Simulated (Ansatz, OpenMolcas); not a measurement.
Correcting a cheap level on carbon molecules

The atomisation enthalpy at 298 K in kJ/mol of 6 carbon molecules: x at HF/6-31G* (spherical functions), y from tabulated heats of molecules and atoms (Active Thermochemical Tables, CRC Handbook of Chemistry and Physics). Shapes, held fixed at every level: PBE0-D4/def2-TZVP. Flexible molecules stand in one conformer, not always the lowest. Computed values hold a harmonic thermal term (B3LYP/6-31G*, PBE/def2-SVP, PBE0-D4/def2-TZVP) and the atoms' spin-orbit lowering. Programs: OpenMolcas 26.06.

```
                molecule  x (kJ/mol)  y (kJ/mol)
C3H7Cl (1-chloropropane)        2915        3930
    C4H6 (1,3-butadiene)        2998        4065
      C4H8 (cyclobutane)        3413        4584
         C4H8 (1-butene)        3440        4612
        C4H8 (isobutene)        3452           ?
 C4H9Cl (1-chlorobutane)        3794        5105
```

Task: Fit y = c + s·x to the known rows and predict y for C4H8 (isobutene).

Result: 
1. Means of the 5 rows: x = 3312.00, y = 4459.2.
2. Σ(Δx)² = 515114, Σ(Δx·Δy) = 677310, so the slope is 677310/515114 = 1.3149.
3. Intercept: 4459.2 − (1.3149) × 3312.00 = 104.3. The largest residual of the fit is 19.
4. C4H8 (isobutene): 104.3 + 1.3149 × 3452 = 4643 kJ/mol.

The tabulated heats give 4629 kJ/mol, so the prediction is off by +14 kJ/mol, within the largest residual. Uncorrected, HF/6-31G* (spherical functions) misses C4H8 (isobutene) by -1177 kJ/mol, and the other rows by 1147 on average. The line removes about 100 % of this miss. Hartree–Fock lacks correlation, which doesn't scale simply with the atomisation energy. Left out in turn, the other rows are missed by 22 kJ/mol on average, so much of the error is systematic among these molecules. The heats of C3H7Cl (1-chloropropane), C4H9Cl (1-chlorobutane) come from older tables and can be uncertain by 10 kJ/mol or more.
